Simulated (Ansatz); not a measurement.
## Calculated Ge-73 NMR of the central transition for GeS

Cell: a Materials Project structure (computed, not necessarily an observed phase), ions relaxed with PBE at fixed cell.

Space group Pnma (No. 62); a = 10.7808, b = 3.6031, c = 4.5231 Å.

| site | Wyckoff | site symmetry | x | y | z |
| --- | --- | --- | --- | --- | --- |
| Ge | 4c | .m. | 0.8745 | 0.2500 | 0.3582 |
| S | 4c | .m. | 0.6532 | 0.2500 | 0.4990 |

One atom of each set is listed.

Method: Kohn–Sham DFT in Ansatz, r2SCAN, plane waves and PAW, scalar-relativistic, 500 eV cutoff, Γ-centred 3×9×7 k-points, Fermi–Dirac smearing 0.01 eV.

Ge-73 has I = 9/2 and Q = -196.0 mb (Pyykkö 2018); at 11.7 T its Larmor frequency is ν₀ = 17.4 MHz. Only the quadrupole interaction is simulated: positions count from each site's isotropic chemical shift, and shift anisotropy, dipolar and J coupling are left out.

Q: Give C_Q, η, the quadrupolar product P_Q = |C_Q|(1 + η²/3)^½, the second-order isotropic shift and the breadth of the pattern (static powder) for each Ge site.

A: 

| site | first shell | C_Q (MHz) | η | P_Q (MHz) | δ_QIS (ppm) | breadth (kHz) |
| --- | --- | --- | --- | --- | --- | --- |
| Ge | 3 S at 2.44–2.47 Å | 42.1 | 0.28 | 42.7 | -8330 | 923 |

δ_QIS = −(ν_Q²/30ν₀²)[I(I+1) − 3/4](1 + η²/3) × 10⁶ ppm with ν_Q = 3|C_Q|/[2I(2I−1)]; it falls as 1/B₀² in ppm, and the breadth as 1/B₀ in kHz.

At Ge V_zz stands upright on the plane through its three neighbours (within 1°).

The largest force is 0.3 eV/Å, so the atoms aren't at the calculated equilibrium and relaxing them would move these values.

The run took 1.8 min of wall time (1.8 min of CPU time) and 0.88 GiB at its peak, on 1 thread of Arm Neoverse N1 (aarch64; 36 cores open to the job, memory cap 3.0 GiB, no GPU), a shared host with a load of 0.9 a core.
